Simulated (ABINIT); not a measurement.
# GaP (F-43m): third-order response

Aim: Raman and infrared lines of GaP (F-43m).

Program: ABINIT 10.8.3. Level of theory: DFT LDA, scalar-relativistic, plane waves, HGH norm-conserving pseudopotentials. Results are calculated unless marked as measured.

This is a report of a sequence of runs, with most program output left out.

**1. The starting structure**

It takes space group F-43m (No. 216, cubic). The conventional cell has a = 5.450 Å, b = 5.450 Å, c = 5.450 Å, α = 90.00°, β = 90.00°, γ = 90.00°. Nearest to Ga lie 4 P at 2.36 Å. Nearest to P lie 4 Ga at 2.36 Å. Farther neighbours are not listed.

**2. A first look**

A first run with smearing and empty bands tells whether the crystal has a gap, which decides between fixed occupations and smearing later on.

Input file probe.abi:

```
# ground state
tolvrs 1.0d-08
prtden 1
prtwf 1

# basis, mesh and filling
ecut 24.0
ixc 7
ngkpt 6 6 6
nshiftk 1
shiftk 0.0 0.0 0.0
istwfk *1
occopt 7
tsmear 0.005
nband 9
nstep 100
diemac 9.0
prtebands 0
prtgsr 0

# cell and atoms
acell 3*1.0 Angstrom
rprim 
    -2.72525 0.0 2.72525
    0.0 2.72525 2.72525
    -2.72525 2.72525 0.0
ntypat 2
znucl 31 15
natom 2
typat 1 2
xred 
    0.0 0.0 0.0
    0.25 0.25 0.25
pp_dirpath "./pseudo"
pseudos "Ga.hgh, P.hgh"
```

Launch:

```console
OMP_NUM_THREADS=1 mpirun -n 2 abinit probe.abi > probe.log
```

The job ended after 3.3 s (2 MPI ranks of Arm Neoverse V2, shared host).

This step gave:

```
volume per atom   : 20.24 Å³
pressure          : -5.818 GPa
gap on the k-mesh : 1.582 eV
```

A gap of 1.6 eV opens on this mesh, so the crystal is taken as an insulator; the printed pressure holds the stress of the finite basis too.

**3. Relaxation**

The harmonic expansion needs vanishing forces, and a free crystal bears no stress, so cell and atoms are brought to rest. Stress is more sensitive to the basis than forces are: the last 3 Ha under the cutoff are smoothed with ecutsm, and the cutoff is raised above that of the later runs.

Input file relax.abi:

```
# relaxation
ionmov 2
optcell 2
dilatmx 1.08
ntime 40
tolmxf 1.0d-05
tolvrs 1.0d-14
prtwf 0
prtden 0
chksymtnons 0

# basis, mesh and filling
ecut 31.0
ecutsm 3.0
ixc 7
ngkpt 8 8 8
nshiftk 1
shiftk 0.0 0.0 0.0
istwfk *1
occopt 1
nband 4
nstep 100
diemac 9.0
prtebands 0
prtgsr 0

# cell and atoms
acell 3*1.0 Angstrom
rprim 
    -2.72525 0.0 2.72525
    0.0 2.72525 2.72525
    -2.72525 2.72525 0.0
ntypat 2
znucl 31 15
natom 2
typat 1 2
xred 
    0.0 0.0 0.0
    0.25 0.25 0.25
pp_dirpath "./pseudo"
pseudos "Ga.hgh, P.hgh"
```

Launch:

```console
OMP_NUM_THREADS=1 mpirun -n 2 abinit relax.abi > relax.log
```

Run time: 20 s. Hardware: 2 MPI ranks.

The steps of the relaxation:

| step | energy less that of the first step (eV) | largest force (eV/Å) | volume (Å³) |
| --- | --- | --- | --- |
| 1 | 0.0000 | 0.0000 | 40.48 |
| 2 | -0.0227 | 0.0000 | 39.77 |
| 3 | -0.0538 | 0.0000 | 37.42 |
| 4 | -0.0542 | 0.0000 | 37.66 |
| 5 | -0.0542 | 0.0000 | 37.64 |

| conventional cell, symmetrised | before | after | change |
| --- | --- | --- | --- |
| a (Å) | 5.450 | 5.320 | -2.4 % |
| b (Å) | 5.450 | 5.320 | -2.4 % |
| c (Å) | 5.450 | 5.320 | -2.4 % |
| volume (Å³/atom) | 20.24 | 18.82 | -7.0 % |

Final coordinates:

```xyz
2
Lattice="-2.6601 0.0000 2.6601 0.0000 2.6601 2.6601 -2.6601 2.6601 0.0000" Properties=species:S:1:pos:R:3 pbc="T T T"
Ga    0.0000    0.0000    0.0000
P    -1.3300    1.3300    1.3300
```

Numbers from this step:

```yaml
volume_per_atom: 18.82 Å³
pressure: -3.40e-4 GPa
```

The volume changes by -7.0 % in this run and stands -7.0 % from the first cell.

**4. Self-consistent run for the response**

First-order wavefunctions inherit every error of the ground state, hence the very tight tolvrs. The mesh is shifted off Γ, since shifted meshes converge sums over the zone faster.

Input file gs.abi:

```
# ground state
tolvrs 1.0d-16
prtden 1
prtwf 1

# basis, mesh and filling
ecut 24.0
ixc 7
ngkpt 6 6 6
nshiftk 4
shiftk 
    0.5 0.5 0.5
    0.5 0.0 0.0
    0.0 0.5 0.0
    0.0 0.0 0.5
istwfk *1
occopt 1
nband 4
nstep 100
diemac 9.0
prtebands 0
prtgsr 0

# cell and atoms
acell 3*1.0 Angstrom
rprim 
    -2.660061704 0.0 2.660061704
    0.0 2.660061704 2.660061704
    -2.660061704 2.660061704 0.0
ntypat 2
znucl 31 15
natom 2
typat 1 2
xred 
    0.0 0.0 0.0
    0.25 0.25 0.25
pp_dirpath "./pseudo"
pseudos "Ga.hgh, P.hgh"
```

Launch:

```console
OMP_NUM_THREADS=1 mpirun -n 2 abinit gs.abi > gs.log
```

Elapsed: 2.2 s, on 2 MPI ranks.

Read from the output:

| Quantity | Value |
| --- | --- |
| pressure | -0.1070 GPa |

The cell stands at -0.11 GPa: the relaxation ran with a smoothed and higher cutoff and on another k mesh.

**5. Empty bands**

Empty bands on the ground state's density check that the gap assumed so far is there in this cell.

Input file gap.abi:

```
# empty bands on the ground state's density
iscf -2
getden_filepath "gso_DEN"
tolwfr 1.0d-12
nbdbuf 2
prtwf 0

# basis, mesh and filling
ecut 24.0
ixc 7
ngkpt 12 12 12
nshiftk 1
shiftk 0.0 0.0 0.0
istwfk *1
occopt 1
nband 8
nstep 100
diemac 9.0
prtebands 0
prtgsr 0

# cell and atoms
acell 3*1.0 Angstrom
rprim 
    -2.660061704 0.0 2.660061704
    0.0 2.660061704 2.660061704
    -2.660061704 2.660061704 0.0
ntypat 2
znucl 31 15
natom 2
typat 1 2
xred 
    0.0 0.0 0.0
    0.25 0.25 0.25
pp_dirpath "./pseudo"
pseudos "Ga.hgh, P.hgh"
```

Launch:

```console
OMP_NUM_THREADS=1 mpirun -n 2 abinit gap.abi > gap.log
```

It took 3.7 s on 2 MPI ranks.

This step gave:

* gap on the k-mesh: 1.434 eV

In this cell the gap on the mesh is 1.4 eV, indirect (smallest direct 2.4 eV), so fixed occupations hold.

**6. Linear response at Γ**

The derivative of the wavefunctions by k comes first, since the response to a field is built on it; then the field and the displacements that symmetry doesn't supply are solved at q = 0. By the 2n+1 theorem the first-order wavefunctions also give third derivatives: Raman tensors and the non-linear susceptibility.

It reads the wavefunctions written in step 4.

Input file dfpt_gamma.abi:

```
ndtset 3

# common to the responses
getwfk_filepath "gso_WFK"
kptopt 2
nqpt 1
qpt 0.0 0.0 0.0
asr 0
chneut 0

# d/dk
rfelfd1 2
rfdir1 1 1 1
iscf1 -3
tolwfr1 1.0d-20

# displacements, field
rfphon2 1
rfatpol2 1 2
rfdir2 1 1 1
rfelfd2 3
getddk2 1
tolvrs2 1.0d-10
prepanl2 1
prtden2 1

# third order
optdriver3 5
getden_filepath3 "gso_DEN"
get1den3 2
get1wf3 2
getddk3 1
d3e_pert1_elfd3 1
d3e_pert1_phon3 1
d3e_pert1_atpol3 1 2
d3e_pert1_dir3 1 1 1
d3e_pert2_elfd3 1
d3e_pert2_dir3 1 1 1
d3e_pert3_elfd3 1
d3e_pert3_dir3 1 1 1
usepead3 1
tolvrs3 1.0d-10

# basis, mesh and filling
ecut 24.0
ixc 7
ngkpt 6 6 6
nshiftk 4
shiftk 
    0.5 0.5 0.5
    0.5 0.0 0.0
    0.0 0.5 0.0
    0.0 0.0 0.5
istwfk *1
occopt 1
nband 4
nstep 100
diemac 9.0
prtebands 0
prtgsr 0

# cell and atoms
acell 3*1.0 Angstrom
rprim 
    -2.660061704 0.0 2.660061704
    0.0 2.660061704 2.660061704
    -2.660061704 2.660061704 0.0
ntypat 2
znucl 31 15
natom 2
typat 1 2
xred 
    0.0 0.0 0.0
    0.25 0.25 0.25
pp_dirpath "./pseudo"
pseudos "Ga.hgh, P.hgh"
```

Launch:

```console
OMP_NUM_THREADS=1 mpirun -n 2 abinit dfpt_gamma.abi > dfpt_gamma.log
```

Run time: 2.9 min. Hardware: 2 MPI ranks; 5.8 min of CPU time.

This step gave:

```
miss of the charge sum rule                                       : 0.007596 e
largest acoustic frequency at the zone centre before the sum rule : 0.79 cm⁻¹
highest optical zone-centre mode (no LO-TO term)                  : 369.4 cm⁻¹
lowest optical zone-centre mode                                   : 369.4 cm⁻¹
mean high-frequency dielectric constant                           : 9.942
largest Born charge in size (third of the trace)                  : 2.026 e
```

Born charge (rows field, columns displacement), before the sum rule (e), principal values of the symmetric part by kind of site:

| atom | atoms with these values | low | middle | high | mean |
| --- | --- | --- | --- | --- | --- |
| Ga1 | 1 | 2.02 | 2.02 | 2.02 | 2.02 |
| P2 | 1 | -2.03 | -2.03 | -2.03 | -2.03 |

In full for P2:

```
-2.03  0.00  0.00
 0.00 -2.03  0.00
 0.00  0.00 -2.03
```

High-frequency dielectric tensor:

```
9.94 0.00 0.00
0.00 9.94 0.00
0.00 0.00 9.94
```

The acoustic modes at Γ come out as far as 0.8 cm⁻¹ from zero, where they should vanish, a small numerical error; the Born charges miss their sum rule by 0.0076 e, which is good.

**7. Modes with the sum rule**

anaddb reads the merged derivatives, imposes the acoustic sum rule and charge neutrality, and adds the LO-TO term along chosen directions.

Input file anaddb.abi:

```
ddb_filepath "gamma_DDB"
output_file "anaddb.abo"
outdata_prefix "anaddb"
asr 1
chneut 1
enunit 2
eivec 1
nph1l 1
qph1l 0.0 0.0 0.0 1.0
dieflag 1
nph2l 3
qph2l 
    1.0 0.0 0.0 0.0
    0.0 0.0 1.0 0.0
    1.0 1.0 1.0 0.0
nlflag 1
ramansr 1
alphon 1
prtmbm 1
```

Input file mrgddb.in:

```
gamma_DDB
merged
3
dfpt_gammao_DS2_DDB
dfpt_gammao_DS3_DDB
gso_DDB
```

Launch:

```console
mrgddb < mrgddb.in > mrgddb.log
OMP_NUM_THREADS=1 anaddb anaddb.abi > anaddb.log
```

Run time: 0.74 s. Hardware: 1 thread.

Read from the output:

```yaml
mean_static_dielectric_constant: 11.77
highest_mode_moved_by_the_lo_to_term: 401.9 cm⁻¹
```

No LO-TO term; unit eigenvectors of the mass-weighted matrix, from anaddb's displacements. The modes at Γ (shares of kinetic energy by element, %):

| mode | frequency (cm⁻¹) | symmetry | Ga % | P % |
| --- | --- | --- | --- | --- |
| 1 | 0.0 | acoustic | 69 | 31 |
| 2 | 0.0 | acoustic | 69 | 31 |
| 3 | 0.0 | acoustic | 69 | 31 |
| 4 | 369.4 | T2 | 31 | 69 |
| 5 | 369.4 | T2 | 31 | 69 |
| 6 | 369.4 | T2 | 31 | 69 |

Displacements in mode 5 (369.4 cm⁻¹), the largest set to 1:
```
Ga1  0.00  0.44  0.00
P2   0.00 -1.00  0.00
```

Trace of the oscillator strength, degenerate modes summed. Infrared lines, with heights relative to the strongest:

| position (cm⁻¹) | lines merged | IR intensity, relative |
| --- | --- | --- |
| 369 | 3 | 100 |

From anaddb's Raman susceptibilities, degenerate modes summed; transverse modes, the longitudinal lines of polar modes are not listed. Raman lines, with heights relative to the strongest:

| position (cm⁻¹) | lines merged | Raman activity (Å⁴/amu), powder, relative |
| --- | --- | --- |
| 369 | 3 | 100 |

Static dielectric tensor (ions relaxed, fixed cell):

```
11.77  0.00  0.00
 0.00 11.77  0.00
 0.00  0.00 11.77
```

Non-linear optical d (pm/V). Tensor:

| field along | xx | yy | zz | yz | xz | xy |
| --- | --- | --- | --- | --- | --- | --- |
| x | 0 | 0 | 0 | -33.17 | 0 | 0 |
| y | 0 | 0 | 0 | 0 | -33.17 | 0 |
| z | 0 | 0 | 0 | 0 | 0 | -33.17 |

The rule moves no optical mode by more than 0.1 cm⁻¹.

**8. Summary of results**

```json
{
  "space group after relaxation": "F-43m",
  "volume per atom": "18.8 Å³",
  "highest optical zone-centre mode (no LO-TO term)": "369.4 cm⁻¹",
  "highest mode moved by the LO-TO term": "401.9 cm⁻¹",
  "mean high-frequency dielectric constant": "9.94",
  "largest Born charge in size (third of the trace)": "2.03 e",
  "mean static dielectric constant": "11.8",
  "imaginary optical modes at the zone centre (no q mesh in this session)": "none"
}
```

The largest Raman activity of GaP (F-43m) lies at 369 cm⁻¹ and the strongest infrared line at 369 cm⁻¹ (transverse modes). At the LDA level the optical modes of GaP (F-43m) at the zone centre (no LO-TO term) lie at 369 cm⁻¹. Along the directions run, the highest mode that the macroscopic field moves lies at 402 cm⁻¹. Lattice motion raises the mean dielectric constant from 9.942 to 11.77. The Raman intensities rest on static tensors of the transverse modes; green light lies near or above this gap, where resonance changes them. The Born charge of Ga is 2.018 e against a formal charge of +3: moving the atom carries less polarisation than a rigid ion would, as is usual in tetrahedral, largely covalent crystals. The Lyddane-Sachs-Teller relation holds: (ωLO/ωTO)² is 1.18 and ε₀/ε∞ is 1.18. These are harmonic frequencies at zero temperature: anharmonic shifts and linewidths and thermal expansion are left out. The HGH files keep few electrons and have no core correction, which is cheap but rough for Ga. The relaxed cell is 7 % smaller in volume than the measured one, and all results belong to that cell.

[Host names and launcher messages were left out of these logs when they were recorded.]

[Logs are printed without paths, hosts, clocks, repeated set-up lines and the standing remarks that a program may print on its own settings, such as how far it seeks lower states.]

[Hosts, paths, dates, database ids (printed as entryN), source tags and the programs' standing remarks are cut or masked in the printed files.]
